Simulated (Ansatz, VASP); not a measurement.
**BAs in two plane-wave programs**

Aim: how closely do two programs agree when they are given the same cell, functional and k mesh?

Calculated with Ansatz 0.2.0; plane waves, with VASP 6.6.1 beside it; dielectric response at LDA.

## 1. The structure

It takes space group F-43m (No. 216, cubic). Conventional cell: a = 4.777 Å, b = 4.777 Å, c = 4.777 Å, α = 90.00°, β = 90.00°, γ = 90.00°. Nearest to B lie 4 As at 2.07 Å. Nearest to As lie 4 B at 2.07 Å. Farther neighbours are not listed.

## 2. Ansatz: dielectric response, LDA

Ansatz runs on its default PAW (the set named soft_2) files.

The response to a field tests empty states and converges slowly with the mesh.

Input file input.yaml:

```yaml
crystal:
  lattice:
    - [0.0, 2.3885, 2.3885]
    - [2.3885, 0.0, 2.3885]
    - [2.3885, 2.3885, 0.0]
  atoms:
    - { symbol: B, position: [0.0, 0.0, 0.0] }
    - { symbol: As, position: [0.25, 0.25, 0.25] }
hamiltonian:
  xc: lda
  pseudopotentials: { kind: paw }
kpoints:
  mp_grid: { grid: [12, 12, 12] }
scf:
  occupations: { method: fixed }
dielectric:
  method: response
```

Command:

```sh
$ ansatz run input.yaml --threads 2 --pin off --max-ram 4608MiB --backend cpu --events-out ev --progress --plain --runs-dir out
```

Numbers of over 12 decimals in the logs are rounded to 6 here.

Output:

```text
Engine: ansatz 0.2.0, x86_64-unknown-linux-gnu
Pseudopotentials: kind: paw
Pseudopotential: B, paw, valence charge 3, recommended cutoff 420 eV (normal), B.paw.azcp
Pseudopotential: As, paw, valence charge 15, recommended cutoff 420 eV (normal), As.paw.azcp
Functional definition: SPW92
  exchange = slater_x
  correlation = pw_c
Crystal: 2 atoms, lattice volume = 27.252 Å³
Basis set: ecut = 420 eV, 531 PW (Γ), exchange–correlation on 48×48×48 points (8 copies of the dense FFT grid, shifted against one another)
Bands: 13, of which v1, the nominal top of the filled ones, is band 9 counted from 1 (8 counted from 0)
Symmetry: 24 space group operations
k-points: 280 of 1728 (irreducible under 4 space group operations, time reversal used)
Non-local potential: B, projectors of the file, l = 0: 2, l = 1: 2, l = 2: 1
Non-local potential: As, projectors of the file, l = 0: 2, l = 1: 2, l = 2: 3, l = 3: 1
PAW form: soft (Blöchl's): semilocal exchange-correlation on the pseudo side does not see the compensation charge
PAW frozen core: B, regenerated for the run's functional, and the local potential with it (the file was generated under x = pbe(κ = 0.804, μ = 0.219515), c = pbe(β = 0.066725))
PAW frozen core: As, regenerated for the run's functional, and the local potential with it (the file was generated under x = pbe(κ = 0.804, μ = 0.219515), c = pbe(β = 0.066725))
PAW one-centre angular grid: B, 110 points (default); XC on 64 Gauss nodes
PAW one-centre angular grid: As, 590 points (default); XC on 64 Gauss nodes
Initial density: superposition of atomic densities (neutral atoms: chi_scale 0, normalization atom), corrected by the library's trained network
Initial wavefunctions: pseudopotential atomic-orbital guess
Functional: x = slater, c = lda
SCF iter   1: F=—  HF=-4923.524323 eV  |F-HF|=—  |Δ(HF+E_count)|=         —  Δρ=7.14e-3  dr2=1.41e-2  ethr=1.77e-3  ⟨swp⟩=4.4  Hψ=18355  notcnv=0  defer=404
preconditioner: auto → none  [insulator: Δε(μ)=1.130 eV  Ē_g=12.350 eV  n_scr=8 (ndim 8)  ℏωp=20.1 eV  f_vac=0.001  ε∞_Penn≈3.7]
SCF iter   2: F=—  HF=-4923.519871 eV  |F-HF|=—  |Δ(HF+E_count)|=   4.45e-3  Δρ=2.18e-3  dr2=7.72e-4  ethr=7.83e-5  ⟨swp⟩=2.0  Hψ=6577  notcnv=0  defer=541
SCF iter   3: F=—  HF=-4923.519532 eV  |F-HF|=—  |Δ(HF+E_count)|=   3.40e-4  Δρ=1.07e-3  dr2=1.30e-4  ethr=4.29e-6  ⟨swp⟩=2.0  Hψ=6739  notcnv=0  defer=541
SCF iter   4: F=—  HF=-4923.519507 eV  |F-HF|=—  |Δ(HF+E_count)|=   2.46e-5  Δρ=3.65e-4  dr2=1.40e-5  ethr=7.25e-7  ⟨swp⟩=1.0  Hψ=3640  notcnv=0  defer=139
SCF iter   5: F=—  HF=-4923.519503 eV  |F-HF|=—  |Δ(HF+E_count)|=   3.77e-6  Δρ=5.52e-5  dr2=3.37e-7  ethr=7.79e-8  ⟨swp⟩=2.0  Hψ=6047  notcnv=0
SCF iter   6: F=—  HF=-4923.519503 eV  |F-HF|=—  |Δ(HF+E_count)|=   1.32e-7  Δρ=4.97e-6  dr2=2.47e-9  ethr=1.87e-9  ⟨swp⟩=1.0  Hψ=3640  notcnv=0
SCF iter   7: F=-4923.519503 eV  HF=-4923.519503 eV  |F-HF|=1.73e-11  |Δ(HF+E_count)|=  7.14e-10  Δρ=3.13e-7  dr2=1.97e-11  ethr=1.00e-12  ⟨swp⟩=1.4  Hψ=12798  notcnv=0
SCF 1 converged in 7 iterations: F = -4923.519503 eV  dr2 = 1.97e-11
  greatest PAW one-centre occupation: 0.999 electrons in one spin orbital (limit 2), on the As atom at site 1 (counted from 0), in its partial waves of l = 2
NSCF: frozen V_eff on 1 k-points
DFPT response loops at Γ: preconditioner auto → none (the input reference at scf.mixing.eps_inf says where Resta's filter doesn't serve); β = 0.50; Broyden in place of MSR1
── the response to a field inside a basis, on 12×12×12 k-points: an SCF that follows is theirs, and a resumed run solves both again ──
Bands: 10, of which v1, the nominal top of the filled ones, is band 9 counted from 1 (8 counted from 0)
k-points: 182 of 1728 (irreducible under 6 space group operations, time reversal used)
Initial density: handed on by an earlier stage of this run
Initial wavefunctions: pseudopotential atomic-orbital guess (no wavefunctions were taken with the density)
Eigensolver: Dense (182 Hₖ)
SCF iter   1: F=—  HF=-4923.518877 eV  |F-HF|=—  |Δ(HF+E_count)|=         —  Δρ=1.26e-4  dr2=1.09e-6  ethr=1.00e-1
preconditioner: auto → none  [insulator: Δε(μ)=1.288 eV  Ē_g=9.630 eV  n_scr=8 (ndim 8)  ℏωp=20.1 eV  f_vac=0.000  ε∞_Penn≈5.4]
SCF iter   2: F=—  HF=-4923.518876 eV  |F-HF|=—  |Δ(HF+E_count)|=   1.17e-6  Δρ=7.37e-5  dr2=5.36e-7  ethr=6.06e-9
SCF iter   3: F=—  HF=-4923.518876 eV  |F-HF|=—  |Δ(HF+E_count)|=   1.03e-7  Δρ=2.46e-5  dr2=7.69e-8  ethr=2.98e-9
SCF iter   4: F=-4923.518876 eV  HF=-4923.518876 eV  |F-HF|=2.47e-9  |Δ(HF+E_count)|=   6.98e-9  Δρ=5.26e-6  dr2=5.42e-9  ethr=4.27e-10
SCF 1 converged in 4 iterations: F = -4923.518876 eV  dr2 = 5.42e-9
DFPT response loops at Γ: mixed as the last ones told, above
SCF converged after 7 iterations
Free energy (F): -4923.519503 eV
Harris-Foulkes:  -4923.519503 eV  (|F-HF|=1.73e-11)
Internal energy: -4923.519503 eV  (E = F + TS)
E sigma→0 (E₀):  -4923.519503 eV
Fermi energy:    10.840422 eV
--- Per-component energies (eV) ---
  E_band       = -216.246417
  E_kinetic    = 152.602275
  E_local      = -1703.036501  (includes V_loc(G=0)·N_el)
  E_nonlocal   = -651.990851
  E_hartree    = 941.439757
  E_xc         = -111.065731
  E_vxc        = -117.900191  (∫ρ·V_xc dr)
  E_paw        = -1827.814528  (= ΣΔE_a)
  E_vpaw       = 221.199497  (= ΣTr[D̂ρ^β])
  E_aug_tail   = 0.000008  (compensation charges beyond the density's cutoff)
  E_ewald      = -1725.774997
  E_core_change = 2.121064  (= ΣΔE_core)
  E_smearing   = -0.000000  (= −TS)
  E_closure    = 0.000000  (closes the sum)
  Σ components = -4923.519503   (vs F -4923.519503, Δ=0.00e0)
--- Band table (eV; the first three rows and the last of 280) ---
  k-point 0: bands = [... 5 lower, -4.5510, 10.8404, 10.8404, 10.8404, 14.0937, 14.0937, 14.0937, 15.4873]
  k-point 1: bands = [... 5 lower, -4.4372, 9.8063, 10.6223, 10.6223, 14.2275, 14.3804, 14.3804, 16.1192]
  k-point 2: bands = [... 5 lower, -4.0999, 7.8938, 10.1610, 10.1610, 14.1021, 14.9772, 14.9772, 17.4360]
  k-point 279: bands = [... 5 lower, -0.2766, 2.9168, 5.3440, 5.6408, 16.0400, 16.6942, 17.5476, 17.8894]
--- Dielectric response (ions clamped): 3 representative field directions + reference, inside a basis on a mesh of 1728 k-points (Σ response iterations 15) ---
  ε∞ (high-frequency dielectric tensor):
        9.773294    -0.000000     0.000000
       -0.000000     9.773294     0.000000
        0.000000     0.000000     9.773294
  Born effective charges Z* (e; rows j = field, columns β = displacement):
    site 0:
        -0.45784    0.00000    0.00000
        -0.00000   -0.45784   -0.00000
         0.00000   -0.00000   -0.45784
    site 1:
         0.45784   -0.00000   -0.00000
         0.00000    0.45784    0.00000
        -0.00000    0.00000    0.45784
  Z* charge neutrality: 1.355e-4 e pre-enforcement
  solved inside a basis spanned on kpoints, on 12×12×12 k-points, its susceptibility summed on 16×16×16: ε∞ is read to err by 2.8e-2, Z* by 1.6e-2 e (field_mesh: kpoints solves on kpoints); Z* is corrected for what the basis lacks
```

The job ended after 35 s (2 threads of AMD EPYC 7R43, shared host; peak memory 0.66 GiB; 69 s of CPU time).

(Continued in part 2 of 2.)

[Lines on the potential files, build, host, timing and source positions are cut from VASP's logs without a mark.]

[Logs are printed without paths, hosts, clocks, repeated set-up lines and the standing remarks that a program may print on its own settings, such as how far it seeks lower states.]

[Hosts, paths, dates, database ids (printed as entryN), source tags and the programs' standing remarks are cut or masked in the printed files.]
